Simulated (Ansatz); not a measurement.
The system is I.

```
I
1.0
     0.00000    2.36560    3.90984
     2.19225    0.00000    3.90984
     2.19225    2.36560    0.00000
I
1
Direct
  0.00000 0.00000 0.00000
```

Base run:

```yaml
Program: Ansatz 0.2.0
Functional: PBEsol
Potentials_or_basis: Ansatz PAW
Cutoff: 420 eV
Density_cutoff: 1680 eV
k_mesh: 9 × 9 × 9
Occupations: fermi-dirac, width 0.05 eV
Spin: no spin polarisation
```

Its results: band gap on the k mesh none (metal or under the smearing width); pressure -1.4 GPa.

Question: After a change of settings the same cell gave: band gap on the k mesh none (metal or under the smearing width); pressure 3.0 GPa. Which change was it?
A. functional from PBEsol to BLYP
B. k mesh from 9 × 9 × 9 to 7 × 7 × 7; spin from no spin polarisation to spin-orbit coupling, no magnetisation; potential files from those of the base run to others of the same set
C. functional from PBEsol to m-r2SCAN; cutoff from 420 eV to 500 eV; density cutoff from 1680 eV to 2000 eV
D. functional from PBEsol to LDA; spin from no spin polarisation to spin-orbit coupling, no magnetisation; potential files from those of the base run to others of the same set

Answer: A.

BLYP binds less tightly than PBEsol, so the same cell stands under more pressure.

Caveats: an odd number of electrons without spin polarisation forces a metal; a magnetic or distorted state may lie lower; the PAW data sets come from PBE, with cores solved anew for the run's functional, which leaves a small shift of forces and pressure; the potentials were made for another functional, which shifts forces and pressure (some runs).

Not every run made on this cell is shown here.
